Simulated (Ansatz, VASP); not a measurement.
Ta2N in VASP and in Ansatz

```xyz
3
Lattice="3.0708 0.0000 0.0000 -1.5354 2.6594 0.0000 0.0000 0.0000 4.8040" Properties=species:S:1:pos:R:3 pbc="T T T"
Ta    0.0000    1.7729    1.2236
Ta    1.5354    0.8865    3.5804
N     0.0000    0.0000    0.0000
```

Change from the starting cell: volume scaled by 0.96.

Alike in both runs: task single point; functional PBE; k mesh 10 × 10 × 6; occupations fermi-dirac, width 0.05 eV; no spin polarisation.

```csv
,VASP,Ansatz
version,VASP 6.6.1,Ansatz 0.2.0
potentials or method,"VASP PAW PBE potentials, release 64 (Ta_pv, N)",Ansatz PAW
plane-wave cutoff (eV),520,420
valence electrons in the cell,27,31
```

Ansatz gave:

- gap on the k mesh at the Fermi level (eV): none
- pressure (GPa): 11.0
- largest component of the traceless stress (GPa): 1.08
- rms of the force components (eV/Å): 0.105

**Question.** Which values does VASP return?

**Answer.** gap on the k mesh at the Fermi level (eV): none; pressure (GPa): 11.6; largest component of the traceless stress (GPa): 1.01; rms of the force components (eV/Å): 0.130.

Atom by atom the forces differ by 0.025 eV/Å (rms over components). A gap of «none» marks a metal or a gap that the smearing closes. The two sets of potentials don't hold the same shells in valence.

Spin-orbit coupling is left out, which matters for the levels of Ta.
